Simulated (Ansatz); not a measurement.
BaSnO₃ (cubic perovskite, Pm-3m) at seven volumes, r²SCAN (plane waves, PAW; program Ansatz), scaled uniformly. One row is withheld.

```
V (Å³/atom)  P (GPa)
-----------  -------
12.833         18.67
13.256             ?
13.679          5.18
14.102          0.00
14.525         -4.36
14.948         -8.02
15.371        -11.07
```

### Question
Fit the shown pressures and predict the withheld one.

### Answer
P = (3/2)B₀(x^(7/2) − x^(5/2))[1 + (3/4)(B′ − 4)(x − 1)] with x = (V₀/V)^(2/3). Least squares on the six rows gives V₀ = 14.102 Å³/atom, B₀ = 158 GPa, B′ = 4.79. At V = 13.256, x = 1.0421 and P = 11.34 GPa. The run itself gave 11.35 GPa.

The r²SCAN relaxation kept the symmetry of its start; phonons on a q-mesh show no instability. Scalar-relativistic: spin–orbit coupling is off unless named, which matters more the heavier the elements.

Potentials: the later of the program's two PAW sets.
